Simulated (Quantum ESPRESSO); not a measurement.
# PtS2 (C2/m) in Quantum ESPRESSO: notebook

Runs on PtS2. Level: PBEsol+U. Tasks: single point.

Program: Quantum ESPRESSO 7.5. These are calculated values, not measurements. Logs are shortened: lines on timing, memory, paths and dates and some standing lists are left out, and cuts for length are marked.

## 1. Starting point

The structure is monoclinic, space group C2/m (No. 12). The conventional cell has a = 6.233 Å, b = 3.821 Å, c = 4.395 Å, α = 90.00°, β = 90.04°, γ = 90.00°. Pt (site symmetry 2/m) has 6 S at 2.32 to 2.58 Å as nearest neighbours. S (site symmetry m) is surrounded by 3 Pt at 2.32 to 2.58 Å.

The cell was built by a generator and isn't the measured one.

## 2. Single point, PBEsol+U, collinear spin, ferromagnetic start

Contents of pw.in:

```
&CONTROL
  calculation = 'scf'
  prefix = 'pwscf'
  outdir = './tmp'
  pseudo_dir = './pseudo'
  tprnfor = .true.
  tstress = .true.
  disk_io = 'low'
/
&SYSTEM
  ibrav = 0
  nat = 3
  ntyp = 2
  ecutwfc = 90
  nbnd = 25
  occupations = 'smearing'
  smearing = 'gaussian'
  degauss = 0.00367493
  nspin = 2
  starting_magnetization(1) = 0.2222
  starting_magnetization(2) = 0
  tot_magnetization = 4
/
&ELECTRONS
  conv_thr = 1.2d-07
  electron_maxstep = 120
  mixing_beta = 0.3
  mixing_ndim = 12
/
ATOMIC_SPECIES
Pt   195.0840 Pt.upf
S     32.0600 S.upf
CELL_PARAMETERS angstrom
   3.1165126000   -1.9104842100    0.0000000000
   3.1165126000    1.9104842100    0.0000000000
  -0.0030682400    0.0000000000    4.3949362900
ATOMIC_POSITIONS crystal
Pt     0.0000000000    0.0000000000    0.0000000000
S      0.6879000000    0.6879000000    0.2889000000
S      0.3121000000    0.3121000000    0.7111000000
K_POINTS automatic
3 3 3 0 0 0
HUBBARD {atomic}
U Pt-5d 4.0
```

Contents of pp_density.in:

```
&INPUTPP
  prefix = 'pwscf'
  outdir = './tmp'
  filplot = 'density.dat'
  plot_num = 0
/
&PLOT
  nfile = 1
  filepp(1) = 'density.dat'
  iflag = 3
  output_format = 6
  fileout = 'density.cube'
/
```

Contents of pp_potential.in:

```
&INPUTPP
  prefix = 'pwscf'
  outdir = './tmp'
  filplot = 'potential.dat'
  plot_num = 11
/
&PLOT
  nfile = 1
  filepp(1) = 'potential.dat'
  iflag = 3
  output_format = 6
  fileout = 'potential.cube'
/
```

Contents of pp_spin.in:

```
&INPUTPP
  prefix = 'pwscf'
  outdir = './tmp'
  filplot = 'spin.dat'
  plot_num = 6
/
&PLOT
  nfile = 1
  filepp(1) = 'spin.dat'
  iflag = 3
  output_format = 6
  fileout = 'spin.cube'
/
```

Contents of pp_elf.in:

```
&INPUTPP
  prefix = 'pwscf'
  outdir = './tmp'
  filplot = 'elf.dat'
  plot_num = 8
/
&PLOT
  nfile = 1
  filepp(1) = 'elf.dat'
  iflag = 3
  output_format = 6
  fileout = 'elf.cube'
/
```

Potentials or basis: PseudoDojo 0.4 SR PBEsol stringent.

The run is started by

```sh
$ OMP_NUM_THREADS=1 pw.x -in pw.in > pw.out
$ OMP_NUM_THREADS=1 pp.x -in pp_density.in > pp_density.out
$ OMP_NUM_THREADS=1 pp.x -in pp_potential.in > pp_potential.out
$ OMP_NUM_THREADS=1 pp.x -in pp_spin.in > pp_spin.out
$ OMP_NUM_THREADS=1 pp.x -in pp_elf.in > pp_elf.out
```

pw.out:

```text
This program is part of the open-source Quantum ESPRESSO suite
     for quantum simulation of materials; please cite
         "P. Giannozzi et al., J. Phys.:Condens. Matter 21 395502 (2009);
         "P. Giannozzi et al., J. Phys.:Condens. Matter 29 465901 (2017);
         "P. Giannozzi et al., J. Chem. Phys. 152 154105 (2020);
     in publications or presentations arising from this work. More details at

     Message from routine setup:
     using ibrav=0 with symmetry is DISCOURAGED, use correct ibrav instead

     G-vector sticks info
     --------------------
     sticks:   dense  smooth     PW     G-vecs:    dense   smooth      PW
     Sum        1219    1219    345                40761    40761    6167

     Using Slab Decomposition

     bravais-lattice index     =            0
     lattice parameter (alat)  =       6.9079  a.u.
     unit-cell volume          =     353.1763 (a.u.)^3
     number of atoms/cell      =            3
     number of atomic types    =            2
     number of electrons       =        30.00 (up:  17.00, down:  13.00)
     number of Kohn-Sham states=           25
     kinetic-energy cutoff     =      90.0000  Ry
     charge density cutoff     =     360.0000  Ry
     scf convergence threshold =      1.2E-07
     mixing beta               =       0.3000
     number of iterations used =           12  plain     mixing
     Exchange-correlation= PBESOL
                           (   1   4  10   8   0   0   0)
     Hubbard projectors: atomic
     Hubbard parameters of DFT+U (Dudarev formulation) in eV:
     U(Pt-5d) =  4.0000

     Internal variables: lda_plus_u =T, lda_plus_u_kind = 0

     Internal variables: orbital_resolved =F, hub_pot_fix =F, apply_U = F

     celldm(1)=   6.907873  celldm(2)=   0.000000  celldm(3)=   0.000000
     celldm(4)=   0.000000  celldm(5)=   0.000000  celldm(6)=   0.000000

     crystal axes: (cart. coord. in units of alat)
               a(1) = (   0.852557  -0.522634   0.000000 )
               a(2) = (   0.852557   0.522634   0.000000 )
               a(3) = (  -0.000839   0.000000   1.202284 )

     reciprocal axes: (cart. coord. in units 2 pi/alat)
               b(1) = (  0.586471 -0.956692  0.000409 )
               b(2) = (  0.586471  0.956692  0.000409 )
               b(3) = ( -0.000000  0.000000  0.831750 )

     PseudoPot. # 1 for Pt read from file:
     Pt.upf
     Pseudo is Norm-conserving + core correction, Zval = 18.0
     Generated using ONCVPSP code by D. R. Hamann
     Using radial grid of 1358 points,  8 beta functions with:
                l(1) =   0
                l(2) =   0
                l(3) =   1
                l(4) =   1
                l(5) =   2
                l(6) =   2
                l(7) =   3
                l(8) =   3

     PseudoPot. # 2 for S  read from file:
     S.upf
     Pseudo is Norm-conserving + core correction, Zval =  6.0
     Generated using ONCVPSP code by D. R. Hamann
     Using radial grid of 1146 points,  6 beta functions with:
                l(1) =   0
                l(2) =   0
                l(3) =   1
                l(4) =   1
                l(5) =   2
                l(6) =   2

     atomic species   valence    mass     pseudopotential
     Pt               18.00   195.08400     Pt( 1.00)
     S                 6.00    32.06000     S ( 1.00)

     Starting magnetic structure
     atomic species   magnetization
     Pt              0.222
     S               0.000

      4 Sym. Ops., with inversion, found

   Cartesian axes

     site n.     atom                  positions (alat units)
         1        Pt     tau(   1) = (   0.0000000   0.0000000   0.0000000  )
         2        S      tau(   2) = (   1.1727053   0.0000000   0.3473399  )
         3        S      tau(   3) = (   0.5315692  -0.0000000   0.8549442  )

     number of k points=    10  Gaussian smearing, width (Ry)=  0.0037
                       cart. coord. in units 2pi/alat
        k(    1) = (   0.0000000   0.0000000   0.0000000), wk =   0.0370370
        k(    2) = (   0.0000000   0.0000000   0.2772501), wk =   0.0740741
        k(    3) = (   0.1954904   0.3188973   0.0001365), wk =   0.1481481
        k(    4) = (   0.1954904   0.3188973   0.2773865), wk =   0.1481481
        k(    5) = (   0.1954904   0.3188973  -0.2771136), wk =   0.1481481
        k(    6) = (   0.3909807  -0.0000000   0.0002730), wk =   0.0740741
        k(    7) = (   0.3909807  -0.0000000   0.2775230), wk =   0.0740741
        k(    8) = (   0.3909807  -0.0000000  -0.2769771), wk =   0.0740741
        k(    9) = (  -0.0000000  -0.6377945  -0.0000000), wk =   0.0740741
        k(   10) = (  -0.0000000  -0.6377945   0.2772501), wk =   0.1481481

     Dense  grid:    40761 G-vectors     FFT dimensions: (  45,  45,  54)

     Generating pointlists ...
     new r_m :   0.2622 (alat units)  1.8114 (a.u.) for type    1
     new r_m :   0.2622 (alat units)  1.8114 (a.u.) for type    2

     Initial potential from superposition of free atoms
[... 54 lines left out ...]
     Tr[ns(  1)] (up, down, total) =   4.94756  3.30106  8.24862
     Atomic magnetic moment for atom   1 =   1.64649
     SPIN  1
     eigenvalues:
       0.982  0.989  0.991  0.993  0.994
     eigenvectors (columns):
       0.109 -0.000  0.718  0.000 -0.688
      -0.738 -0.000  0.522 -0.000  0.428
       0.000  0.127  0.000 -0.992 -0.000
      -0.666  0.000 -0.461  0.000 -0.586
[... 121 lines left out ...]
     iteration # 11     ecut=    90.00 Ry     beta= 0.30
     Davidson diagonalization with overlap
     ethr =  5.44E-10,  avg # of iterations =  2.2

     Magnetic moment per site  (integrated on atomic sphere of radius R)
     atom   1 (R=0.262)  charge= 14.5130  magn=  1.0009
     atom   2 (R=0.262)  charge=  3.7616  magn=  0.9552
     atom   3 (R=0.262)  charge=  3.7616  magn=  0.9552

     End of self-consistent calculation

     =================== HUBBARD OCCUPATIONS ===================
     ------------------------ ATOM    1 ------------------------
     Tr[ns(  1)] (up, down, total) =   4.94567  4.31172  9.25739
     Atomic magnetic moment for atom   1 =   0.63396
     SPIN  1
     eigenvalues:
       0.981  0.989  0.990  0.992  0.993
     eigenvectors (columns):
       0.093 -0.000  0.758  0.000 -0.646
      -0.749 -0.000  0.481 -0.000  0.457
       0.000  0.151  0.000 -0.989 -0.000
      -0.656  0.000 -0.441  0.000 -0.612
      -0.000  0.989  0.000  0.151  0.000
     occupation matrix ns (before diag.):
       0.991 -0.000 -0.000  0.002  0.000
      -0.000  0.986 -0.000 -0.005  0.000
[... 6 lines left out ...]
     eigenvectors (columns):
       0.000  0.086  0.458  0.000 -0.885
      -0.000  0.785  0.516  0.000  0.344
       0.758  0.000 -0.000  0.652 -0.000
      -0.000  0.614 -0.724 -0.000 -0.315
      -0.652 -0.000 -0.000  0.758 -0.000
     occupation matrix ns (before diag.):
       0.925 -0.020 -0.000  0.007  0.000
      -0.020  0.837 -0.000 -0.052  0.000
      -0.000 -0.000  0.835  0.000  0.070
       0.007 -0.052  0.000  0.859 -0.000
       0.000  0.000  0.070 -0.000  0.856

     Number of occupied Hubbard levels =    9.2574

 ------ SPIN UP ------------

          k = 0.0000 0.0000 0.0000 (  5103 PWs)   bands (ev):

   -86.5982 -40.9707 -40.7963 -40.7167  -4.2630  -0.5312   3.4050   4.0836
     4.1200   6.9140   6.9213   8.9612   9.6663  10.4577  11.0870  11.4032
    12.1599  15.0732  16.1036  17.8516  20.1888  22.7198  23.3580  23.5148
    24.2649
[... 17 lines left out ...]
   -86.5984 -40.9760 -40.8021 -40.7166  -3.3709  -1.6165   3.3567   4.3062
     4.6491   6.6015   7.1679   7.8185   9.3732   9.8180  10.8797  11.1352
    11.8279  15.8458  16.6954  19.8456  20.9304  22.2891  23.1353  23.7851
    24.5342

          k = 0.1955 0.3189-0.2771 (  5092 PWs)   bands (ev):

   -86.5984 -40.9759 -40.8021 -40.7167  -2.8139  -2.4575   4.1704   4.5441
     4.7817   6.5732   6.9291   7.7276   8.5961   8.9224   9.2968  12.8071
    13.2932  16.7346  17.6137  19.6185  20.3670  20.4484  21.9530  22.8538
    23.7824
[... 10 lines left out ...]
   -86.5979 -40.9815 -40.7998 -40.7168  -3.2358  -1.8649   4.1242   5.0856
     5.3515   6.1619   6.5519   7.5310   7.7950   9.0921   9.4895  12.1464
    13.0796  17.0447  18.0707  19.8112  20.1350  21.0713  21.5466  22.1327
    24.3279

          k = 0.3910-0.0000-0.2770 (  5089 PWs)   bands (ev):

   -86.5979 -40.9814 -40.7998 -40.7169  -3.2425  -1.7514   3.9673   4.3486
     4.7750   6.5850   6.6042   7.9418   9.1733   9.6904  10.5663  10.9688
    11.5044  15.7831  17.2812  19.9653  20.6324  22.7675  22.8761  23.6615
    24.0582

          k =-0.0000-0.6378-0.0000 (  5093 PWs)   bands (ev):

   -86.5978 -40.9823 -40.8050 -40.7160  -2.4485  -2.4434   4.1218   4.6491
     4.9200   6.2649   6.2851   7.2219   9.0740   9.9038  10.0918  11.2235
    11.4571  15.5226  18.9164  19.3171  19.8546  22.1891  23.0403  24.2741
    25.1852

          k =-0.0000-0.6378 0.2773 (  5094 PWs)   bands (ev):

   -86.5973 -40.9823 -40.8049 -40.7163  -2.7106  -2.2160   4.2089   4.3779
     5.2098   6.3134   6.7686   7.2964   7.8241   8.8471   8.9951  12.6821
    13.4094  17.3550  18.5764  19.5045  19.8246  21.7992  22.1256  22.3363
    24.2067

 ------ SPIN DOWN ----------

          k = 0.0000 0.0000 0.0000 (  5103 PWs)   bands (ev):

   -85.9732 -40.2184 -40.0493 -40.0041  -2.9933   0.9706   4.5211   5.5803
     5.6556   7.9689   8.0887   9.8929  10.9041  11.8264  12.5180  12.9404
    13.5275  15.8168  17.0549  18.6148  21.0623  23.8822  24.1353  24.4827
    25.3243
[... 17 lines left out ...]
   -85.9732 -40.2233 -40.0551 -40.0042  -1.8333  -0.1596   4.4616   5.7612
     6.1012   7.5822   8.1163   8.8619  10.5485  11.0558  12.2879  12.6008
    13.1976  16.8235  17.4738  20.7693  21.8521  23.1511  24.1069  24.7366
    25.6436

          k = 0.1955 0.3189-0.2771 (  5092 PWs)   bands (ev):

   -85.9732 -40.2232 -40.0551 -40.0043  -1.3281  -0.9474   5.2857   5.9014
     6.1449   7.7184   7.9128   9.0409   9.6632  10.0357  10.6321  14.2656
    14.7610  17.4801  18.5914  20.5322  21.2612  21.4000  22.9178  23.8923
    24.8036
[... 10 lines left out ...]
   -85.9728 -40.2286 -40.0528 -40.0046  -1.6919  -0.3781   5.3152   6.4290
     6.6451   7.3581   7.5921   8.5914   8.9689  10.2220  10.7849  13.5618
    14.4385  17.9781  19.0257  20.8429  21.0731  21.9158  22.4617  23.1324
    25.2596

          k = 0.3910-0.0000-0.2770 (  5089 PWs)   bands (ev):

   -85.9728 -40.2285 -40.0528 -40.0048  -1.6664  -0.3162   5.1144   5.5783
     6.4266   7.5669   7.5970   8.9522  10.2672  10.9694  11.8616  12.3718
    12.9272  16.7546  18.2096  20.8318  21.5453  23.5410  23.8400  24.6269
    25.0737

          k =-0.0000-0.6378-0.0000 (  5093 PWs)   bands (ev):

   -85.9728 -40.2290 -40.0576 -40.0039  -0.8954  -0.8657   5.1379   5.8598
     6.2865   7.4310   7.5110   8.1208  10.2407  11.1559  11.3437  12.6296
    12.8262  16.4854  19.7919  20.1850  20.7418  23.0251  24.1329  25.4864
    26.1070

          k =-0.0000-0.6378 0.2773 (  5094 PWs)   bands (ev):

   -85.9724 -40.2289 -40.0575 -40.0043  -1.0880  -0.6177   5.2989   5.5695
     6.1732   7.6365   8.1798   8.3647   8.8854   9.9130  10.1724  14.2021
    14.8599  18.4334  19.4540  20.4360  20.6518  22.7713  23.1070  23.3378
    25.2079

     the spin up/dw Fermi energies are    14.1704   10.0137 ev

!    total energy              =    -304.80053812 Ry
     estimated scf accuracy    <       0.00000003 Ry
     smearing contrib. (-TS)   =      -0.00014335 Ry
     internal energy E=F+TS    =    -304.80039476 Ry

     The total energy is F=E-TS. E is the sum of the following terms:
     one-electron contribution =    -119.47888576 Ry
     hartree contribution      =      73.01777535 Ry
     xc contribution           =     -59.94087039 Ry
     ewald contribution        =    -198.49038550 Ry
     Hubbard energy            =       0.09197154 Ry

     total magnetization       =     4.00 Bohr mag/cell
     absolute magnetization    =     4.00 Bohr mag/cell

     convergence has been achieved in  11 iterations

     Forces acting on atoms (cartesian axes, Ry/au):

     atom    1 type  1   force =     0.00000000    0.00000000    0.00000000
     atom    2 type  2   force =    -0.02883595   -0.00000000    0.00313380
     atom    3 type  2   force =     0.02883595    0.00000000   -0.00313380

     Total force =     0.041020     Total SCF correction =     0.000092

     Computing stress (Cartesian axis) and pressure

          total   stress  (Ry/bohr**3)                   (kbar)     P=      114.76
   0.00077261  -0.00000000  -0.00016279          113.66       -0.00      -23.95
  -0.00000000   0.00057137  -0.00000000           -0.00       84.05       -0.00
  -0.00016279   0.00000000   0.00099637          -23.95        0.00      146.57

=------------------------------------------------------------------------------=
   JOB DONE.
=------------------------------------------------------------------------------=
```

Run time: 46 s. Hardware: 1 thread of Arm Neoverse V2, shared host; peak memory 0.15 GiB.

What came out:

```
Free energy                                           : -4147.0226 eV
Pressure                                              : 11.5 GPa
Largest force                                         : 0.746 eV/Å
Net moment                                            : 4.00 μB per cell
Absolute moment                                       : 4.00 μB per cell
Site moments                                          : Pt +1.00; S +0.96 μB
Valence electrons inside the program's atomic spheres : Pt 14.51; S 3.76
```

Forces in eV/Å, atoms in the order of the input:
```
Pt   0.000  0.000  0.000
S   -0.741  0.000  0.081
S    0.741  0.000 -0.081
```

Eigenvalues of the final occupation matrices:
| site | spin | trace | eigenvalues |
| --- | --- | --- | --- |
| Pt 1 5d | 1 | 4.95 | 0.98 0.99 0.99 0.99 0.99 |
| Pt 1 5d | 2 | 4.31 | 0.77 0.79 0.89 0.92 0.93 |

Caveat: the k mesh is coarse (spacing up to 0.64 Å⁻¹), so the values aren't converged; the total moment is fixed, so each spin has its own Fermi level. The run has no spin-orbit coupling, so splittings on Pt are missing.

(Part 1 of 2 ends here.)
